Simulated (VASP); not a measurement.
Here is a VASP 6.6.1 calculation.

The input INCAR:

```
SYSTEM = B
  ALGO = Normal
  EDIFF = 1E-6
  EDIFFG = -0.01
  ENCUT = 600
  IBRION = 2
  ISIF = 3
  ISMEAR = 0
  KPAR = 4
  LASPH = .True.
  LCHARG = .False.
  LREAL = .False.
  LWAVE = .False.
  NELM = 80
  NSW = 90
  PREC = Accurate
  SIGMA = 0.03
```

File KPOINTS:

```
k-points
0
Gamma
  9 9 8
  0 0 0
```

Contents of POSCAR:

```
B
1.0
    2.4589500000      1.4196754444      4.1935000000
   -2.4589500000      1.4196754444      4.1935000000
    0.0000000000     -2.8393508888      4.1935000000
B
12
Direct
    0.0101900000      0.6536100000      0.0101900000
    0.0101900000      0.0101900000      0.6536100000
    0.6536100000      0.0101900000      0.0101900000
    0.9898100000      0.3463900000      0.9898100000
    0.3463900000      0.9898100000      0.9898100000
    0.9898100000      0.9898100000      0.3463900000
    0.2211800000      0.6306000000      0.2211800000
    0.2211800000      0.2211800000      0.6306000000
    0.6306000000      0.2211800000      0.2211800000
    0.7788200000      0.3694000000      0.7788200000
    0.3694000000      0.7788200000      0.7788200000
    0.7788200000      0.7788200000      0.3694000000
```

Potentials or basis: VASP PAW LDA potentials, release 64 (B).

Launch:

```console
$ cat potpaw_LDA.64/B/POTCAR > POTCAR
$ mpirun -np 4 vasp_std > vasp.out
```

(1) Estimate the band gap on the k mesh.

(2) What does it give for the relaxed volume?

(3) What does it give for the space group after relaxing (to 0.05 Å)?

(4) Estimate the relaxed cell.

Answers

(1) 1.50 eV, indirect (least direct gap 1.72 eV).

(2) 7.00 Å³/atom.

(3) R-3m (No. 166).

(4) a = 4.989 Å, b = 4.989 Å, c = 4.989 Å, α = 58.07°, β = 58.07°, γ = 58.07°.

Caveat: an odd mesh through Γ misses points on the zone boundary, where band edges often lie.
